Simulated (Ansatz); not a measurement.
A run of Ansatz 0.2.0 is set up as follows.

input

```
crystal:
  lattice:
    - [0.0, 2.7255, 2.7255]
    - [2.7255, 0.0, 2.7255]
    - [2.7255, 2.7255, 0.0]
  atoms:
    - { symbol: Se, position: [0.5, 0.5, 0.5] }
    - { symbol: Mg, position: [0.0, 0.0, 0.0] }
hamiltonian:
  xc: pbe0
  pseudopotentials: { kind: paw }
kpoints:
  mp_grid: { grid: [6, 6, 6] }
  band_path:
    path:
      - [[0.0, 0.0, 0.0], [0.5, 0.0, 0.5], [0.5, 0.25, 0.75], [0.375, 0.375, 0.75], [0.0, 0.0, 0.0], [0.5, 0.5, 0.5], [0.625, 0.25, 0.625], [0.5, 0.25, 0.75], [0.5, 0.5, 0.5], [0.375, 0.375, 0.75]]
      - [[0.625, 0.25, 0.625], [0.5, 0.0, 0.5]]
    npoints: 4
scf:
  occupations: { method: fermi_dirac, width: 0.05 }
  n_extra_bands: 6
output:
  forces: true
  stress: true
  eigenvalues: true
  fatbands: false
```

Q: Predict the band gap along the path.

A: 3.37 eV, indirect (least direct gap 4.27 eV).

Q: Estimate the pressure.

A: 0.6 GPa.

Q: Predict the band gap on the k mesh.

A: 3.37 eV, indirect (least direct gap 4.27 eV).

Levels at the corners of the path, in eV from the valence-band top:
| point | band 9 | band 10 | band 11 | band 12 | band 13 | band 14 | band 15 | band 16 | band 17 | band 18 |
| --- | --- | --- | --- | --- | --- | --- | --- | --- | --- | --- |
| Γ | -45.34 | -14.24 | 0.00 | 0.00 | 0.00 | 4.27 | 9.15 | 9.15 | 9.15 | 11.92 |
| X | -45.34 | -12.60 | -4.73 | -1.97 | -1.97 | 3.37 | 5.47 | 13.89 | 14.39 | 14.39 |
| W | -45.34 | -12.56 | -3.67 | -3.67 | -2.75 | 6.27 | 8.86 | 9.34 | 9.34 | 15.33 |
| K | -45.34 | -12.61 | -4.19 | -3.66 | -1.58 | 4.65 | 8.00 | 10.93 | 11.82 | 12.53 |
| Γ | -45.34 | -14.24 | 0.00 | 0.00 | 0.00 | 4.27 | 9.15 | 9.15 | 9.15 | 11.92 |
| L | -45.34 | -12.97 | -5.47 | -0.65 | -0.65 | 5.42 | 7.85 | 7.85 | 10.71 | 13.49 |
| U | -45.34 | -12.61 | -4.19 | -3.66 | -1.58 | 4.65 | 8.00 | 10.93 | 11.82 | 12.53 |
| W | -45.34 | -12.56 | -3.67 | -3.67 | -2.75 | 6.27 | 8.86 | 9.34 | 9.34 | 15.33 |
| L | -45.34 | -12.97 | -5.47 | -0.65 | -0.65 | 5.42 | 7.85 | 7.85 | 10.71 | 13.49 |
| K | -45.34 | -12.61 | -4.19 | -3.66 | -1.58 | 4.65 | 8.00 | 10.93 | 11.82 | 12.53 |
| U | -45.34 | -12.61 | -4.19 | -3.66 | -1.58 | 4.65 | 8.00 | 10.93 | 11.82 | 12.53 |
| X | -45.34 | -12.60 | -4.73 | -1.97 | -1.97 | 3.37 | 5.47 | 13.89 | 14.39 | 14.39 |

Caveat: the PAW data sets come from PBE, with cores solved anew for the run's functional, which leaves a small shift of forces and pressure; the thresholds are loose for stress.
